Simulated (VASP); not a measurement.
**Ta2N: N into a neighbouring N vacancy**

Wanted: the minimum-energy path in Ta2N for this move: N into a neighbouring N vacancy. The start is a computed cell from the Materials Project.

Program: VASP 6.6.1. Level of theory: PBE; plane waves and PAW (Ta, N). Results are calculated unless marked as measured.

### 1. The host crystal

Symmetry: P-3m1, No. 164, trigonal system. The conventional cell has a = 3.113 Å, b = 3.113 Å, c = 4.870 Å, α = 90.00°, β = 90.00°, γ = 120.00°. Ta has 3 N at 2.18 Å nearest. Nearest to N lie 6 Ta at 2.18 Å. Farther neighbours and most contacts between anions are not listed.

### 2. Relax the host

The later steps need the crystal at this functional's own lattice; a raised cutoff keeps the stress reliable while the cell changes.

Contents of INCAR:

```
SYSTEM = Ta2N
PREC = Accurate
ENCUT = 520
EDIFF = 1E-06
NELM = 120
ISMEAR = 0
SIGMA = 0.1
LREAL = .FALSE.
ALGO = Normal
GGA = PE
NBANDS = 13
LASPH = .TRUE.
LORBIT = 11
LWAVE = .FALSE.
LCHARG = .FALSE.
KPAR = 3
IBRION = 2
NSW = 40
ISIF = 3
EDIFFG = -0.02
POTIM = 0.4
```

Contents of POSCAR:

```
Ta2N
1.0
    3.1128615060      0.0000000000      0.0000000000
   -1.5564307530      2.6958171426      0.0000000000
    0.0000000000      0.0000000000      4.8698410000
Ta N
2 1
Direct
    0.3333333333      0.6666666667      0.2547110000
    0.6666666667      0.3333333333      0.7452890000
    0.0000000000      0.0000000000      0.0000000000
```

Contents of KPOINTS:

```
Automatic mesh
0
Gamma
7 7 4
0 0 0
```

The projector-augmented-wave data sets are Ta and N (PBE family, release 64).

Started as:

```
$ mpirun -np 3 vasp_std
```

Log:

```text
[banner, memory and clock lines left out]
running    3 mpi-ranks, on    1 nodes
 distrk:  each k-point on    1 cores,    3 groups
 distr:  one band on    1 cores,    1 groups

 POSCAR found type information on POSCAR TaN
 POSCAR found :  2 types and       3 ions
 LDA part: xc-table for (Slater+PW92), standard interpolation
 POSCAR, INCAR and KPOINTS ok, starting setup
 FFT: planning ... GRIDC
 FFT: planning ... GRID_SOFT
 FFT: planning ... GRID
 WAVECAR not read
 entering main loop
       N       E                     dE             d eps       ncg     rms          rms(c)
DAV:   1     0.276119323585E+02    0.27612E+02   -0.64043E+03   728   0.987E+02
DAV:   2    -0.344518432032E+02   -0.62064E+02   -0.57006E+02   983   0.177E+02
DAV:   3    -0.378115117366E+02   -0.33597E+01   -0.32126E+01  1033   0.397E+01
DAV:   4    -0.378644944144E+02   -0.52983E-01   -0.52866E-01   878   0.497E+00
DAV:   5    -0.378655103414E+02   -0.10159E-02   -0.10150E-02  1069   0.535E-01    0.265E+01
DAV:   6    -0.350013852365E+02    0.28641E+01   -0.15498E+01   959   0.252E+01    0.127E+01
DAV:   7    -0.346029636307E+02    0.39842E+00   -0.15580E+00   823   0.927E+00    0.673E+00
DAV:   8    -0.345108058087E+02    0.92158E-01   -0.31748E-01   898   0.389E+00    0.481E-01
DAV:   9    -0.345046547689E+02    0.61510E-02   -0.47312E-02   929   0.131E+00    0.226E-01
DAV:  10    -0.345035841194E+02    0.10706E-02   -0.59589E-03   918   0.537E-01    0.652E-02
DAV:  11    -0.345034856803E+02    0.98439E-04   -0.41811E-04   956   0.154E-01    0.278E-02
DAV:  12    -0.345034878986E+02   -0.22183E-05   -0.50549E-05   902   0.469E-02    0.729E-03
DAV:  13    -0.345034872371E+02    0.66153E-06   -0.15982E-06   701   0.873E-03
   1 F= -.34503487E+02 E0= -.34501213E+02  d E =-.345035E+02
 curvature:   0.00 expect dE= 0.000E+00 dE for cont linesearch  0.000E+00
 trial: gam= 0.00000 g(F)=  0.579E-04 g(S)=  0.146E-01 ort = 0.000E+00 (trialstep = 0.100E+01)
 search vector abs. value=  0.146E-01
 bond charge predicted
       N       E                     dE             d eps       ncg     rms          rms(c)
DAV:   1    -0.345139848353E+02   -0.10497E-01   -0.50983E-01   728   0.597E+00    0.148E+00
DAV:   2    -0.345012832210E+02    0.12702E-01   -0.59644E-02   948   0.168E+00    0.852E-01
DAV:   3    -0.345000694225E+02    0.12138E-02   -0.52426E-03   896   0.570E-01    0.411E-01
DAV:   4    -0.344997144633E+02    0.35496E-03   -0.95307E-04   921   0.198E-01    0.356E-02
DAV:   5    -0.344997034157E+02    0.11048E-04   -0.69234E-05   919   0.565E-02    0.191E-02
DAV:   6    -0.344997061939E+02   -0.27782E-05   -0.98130E-06   868   0.237E-02    0.494E-03
DAV:   7    -0.344997053239E+02    0.87000E-06   -0.11141E-06   504   0.674E-03
   2 F= -.34499705E+02 E0= -.34498022E+02  d E =0.378191E-02
[...]
3 F= -.34506473E+02 E0= -.34504487E+02  d E =-.298619E-02
 curvature:  -0.20 expect dE=-0.268E-03 dE for cont linesearch -0.496E-07
 trial: gam= 0.09799 g(F)=  0.224E-03 g(S)=  0.115E-02 ort =-0.609E-04 (trialstep = 0.880E+00)
 search vector abs. value=  0.150E-02
 bond charge predicted
       N       E                     dE             d eps       ncg     rms          rms(c)
DAV:   1    -0.345071811390E+02   -0.70786E-03   -0.53046E-02   728   0.174E+00    0.122E-01
DAV:   2    -0.345070429483E+02    0.13819E-03   -0.86468E-04  1039   0.193E-01    0.654E-02
DAV:   3    -0.345070006345E+02    0.42314E-04   -0.74351E-05   972   0.524E-02    0.203E-02
DAV:   4    -0.345069976057E+02    0.30288E-05   -0.57592E-06  1034   0.170E-02    0.648E-03
DAV:   5    -0.345069974069E+02    0.19885E-06   -0.10923E-06   474   0.699E-03
   4 F= -.34506997E+02 E0= -.34505179E+02  d E =-.523984E-03
 trial-energy change:   -0.000524  1 .order   -0.000526   -0.001202    0.000151
 step:   0.7823(harm=  0.7823)  dis= 0.00171  next Energy=   -34.507007 (dE=-0.534E-03)
 reached required accuracy - stopping structural energy minimisation
```

Wall time 19 s (3 MPI ranks of AMD EPYC 7R43, shared host); peak memory 0.41 GiB; 56 s of CPU time.

Lines that name or quote the potential files are left out of all logs, and their timing lines are given in words.

OUTCAR, selected parts (step 2):

```text
ion  position               nearest neighbor table
   1  0.333  0.667  0.255-   3 2.18   3 2.18   3 2.18   2 2.99   2 2.99   2 2.99   2 3.06   2 3.06
                             2 3.06
   2  0.667  0.333  0.745-   3 2.18   3 2.18   3 2.18   1 2.99   1 2.99   1 2.99   1 3.06   1 3.06
                             1 3.06
   3  0.000  0.000  0.000-   1 2.18   2 2.18   1 2.18   2 2.18   2 2.18   1 2.18

  LATTYP: Found a hexagonal cell.
 ALAT       =     3.1128615060
 C/A-ratio  =     1.5644258476

 Subroutine GETGRP returns: Found 12 space group operations
 (whereof 12 operations were pure point group operations)

The static configuration has the point symmetry D_3d.

 Found     28 irreducible k-points:

   k-points           NKPTS =     28   k-points in BZ     NKDIM =     28   number of bands    NBANDS=     13

   dimension x,y,z NGX =    24 NGY =   24 NGZ =   36
   dimension x,y,z NGXF=    48 NGYF=   48 NGZF=   72

   ENCUT  =  520.0 eV  38.22 Ry    6.18 a.u.   5.79  5.79  9.05*2*pi/ulx,y,z

   NELECT =      15.0000    total number of electrons

 k-points in reciprocal lattice and weights: Automatic mesh
   0.00000000  0.00000000  0.00000000       0.005
   0.14285714  0.00000000  0.00000000       0.031
   0.28571429 -0.00000000  0.00000000       0.031
   0.42857143  0.00000000  0.00000000       0.031
   0.14285714  0.14285714  0.00000000       0.031
   0.28571429  0.14285714  0.00000000       0.061
   0.42857143  0.14285714  0.00000000       0.031
   0.28571429  0.28571429  0.00000000       0.031
   0.00000000  0.00000000  0.25000000       0.010
[...]
0.42857143  0.14285714  0.50000000       0.031
   0.28571429  0.28571429  0.50000000       0.031

 average (electrostatic) potential at core
       1 -34.5115       2 -34.5115       3 -63.1324

 E-fermi :   7.8697

 k-point     1 :       0.0000    0.0000    0.0000
  band No.  band energies     occupation
    ...
      4       1.6854      2.00000
      5       2.8547      2.00000
      6       7.1796      2.00000
      7       7.5565      1.99999
      8       7.5565      1.99999
      9       8.0078      0.05096
     10       8.0078      0.05096
     11       8.0539      0.00921
     12       8.9368      0.00000
     13       8.9368      0.00000

 k-point     2 :       0.1429    0.0000    0.0000
  band No.  band energies     occupation
    ...
      4       1.6816      2.00000
      5       3.7762      2.00000
      6       5.7874      2.00000
      7       6.7684      2.00000
      8       7.6316      1.99924
      9       7.9872      0.09657
     10       8.1132      0.00058
     11       9.2389      0.00000
     12       9.9987      0.00000
     13      10.3508      0.00000

 k-point     3 :       0.2857   -0.0000    0.0000
  band No.  band energies     occupation
    ...
      3       0.7522      2.00000
      4       1.5629      2.00000
      5       3.9231      2.00000
      6       4.9816      2.00000
      7       5.9656      2.00000
      8       8.0972      0.00129
      9       9.2212      0.00000
     10       9.6208      0.00000
     11       9.8388      0.00000
     12      11.3618      0.00000
    ...

  Total       -0.0043808     -0.0043808      0.0231571      0.0000000     -0.0000000      0.0000000
  in kB       -0.1731432     -0.1731432      0.9152452      0.0000000     -0.0000000      0.0000000
  external PRESSURE =       0.1896529 kB  Pullay stress =       0.0000000 kB

  energy-cutoff  :      520.00
  volume of cell :       40.54
      direct lattice vectors                 reciprocal lattice vectors
     3.111750346  0.000000000  0.000000000     0.321362542  0.185538750  0.000000000
    -1.555875173  2.694854850 -0.000000000    -0.000000000  0.371077500  0.000000000
     0.000000000 -0.000000000  4.834118268    -0.000000000  0.000000000  0.206862957

 POSITION                                       TOTAL-FORCE (eV/Angst)
 -----------------------------------------------------------------------------------
     -0.00000      1.79657      1.23363         0.000000      0.000000     -0.019556
      1.55588      0.89828      3.60048        -0.000000     -0.000000      0.019556
      3.11175      0.00000      0.00000         0.000000      0.000000      0.000000
 -----------------------------------------------------------------------------------
    total drift:                                0.000000      0.000000     -0.000000

  FREE ENERGIE OF THE ION-ELECTRON SYSTEM (eV)
  ---------------------------------------------------
  free  energy   TOTEN  =       -34.5069974069 eV

  energy  without entropy=      -34.5033611434  energy(sigma->0) =      -34.50517928

 reached required accuracy - stopping structural energy minimisation

 total charge
# of ion       s       p       d       tot
------------------------------------------
    1        0.609   0.861   3.404   4.873
    2        0.609   0.861   3.404   4.873
    3        1.245   2.500   0.000   3.746
--------------------------------------------------
tot          2.463   4.222   6.807  13.492

[... 3 further parts left out ...]
```

This run has no spin polarisation. Its electron count is odd, so without a moment it is a metal by construction. The k-mesh is coarse for a metal. The data set Ta keeps the semicore shell frozen, which is cheaper and a little less accurate. The run keeps the 12 symmetry operations of its start, so it cannot find a distortion of lower symmetry.

Relaxation path:

```csv
step,energy less that of the first step (eV),largest force (eV/Å),pressure (GPa),volume (Å³)
1,0.0000,0.0274,-2.21,40.87
2,0.0038,0.0921,4.25,39.98
3,-0.0030,0.0539,0.30,40.51
4,-0.0035,0.0196,0.02,40.54
```

```csv
"conventional cell, symmetrised",before,after,change
a (Å),3.113,3.112,-0.0 %
b (Å),3.113,3.112,-0.0 %
c (Å),4.870,4.834,-0.7 %
volume (Å³/atom),13.62,13.51,-0.8 %
```

Final coordinates:

```cif
data_structure
_symmetry_space_group_name_H-M 'P 1'
_symmetry_Int_Tables_number 1
_cell_length_a 3.1118
_cell_length_b 3.1118
_cell_length_c 4.8341
_cell_angle_alpha 90.000
_cell_angle_beta 90.000
_cell_angle_gamma 120.000
_cell_volume 40.54
loop_
_atom_site_label
_atom_site_type_symbol
_atom_site_fract_x
_atom_site_fract_y
_atom_site_fract_z
_atom_site_occupancy
Ta1 Ta 0.33333 0.66667 0.25519 1
Ta2 Ta 0.66667 0.33333 0.74481 1
N3 N 0.00000 0.00000 0.00000 1
```

This step gave:

| Item | Value |
| --- | --- |
| electronic cycles | 32 |
| electrons | 15 |
| free energy (TOTEN) | -34.51 eV |
| energy at zero smearing | -34.51 eV |
| Fermi energy | 7.870 eV |
| labelled metallic, from the levels on this mesh | yes |

The run ended after 4 ionic steps, 0.004 eV below its first step, once forces and stress met EDIFFG = -0.02.

(Part 1 of 4 ends here.)

[Lines on the potential files, build, host, timing and source positions are cut from VASP's logs without a mark.]

[Logs are printed without paths, hosts, clocks, repeated set-up lines and the standing remarks that a program may print on its own settings, such as how far it seeks lower states.]

[Hosts, paths, dates, database ids (printed as entryN), source tags and the programs' standing remarks are cut or masked in the printed files.]

[Runs that stopped without an error message from VASP are left out.]
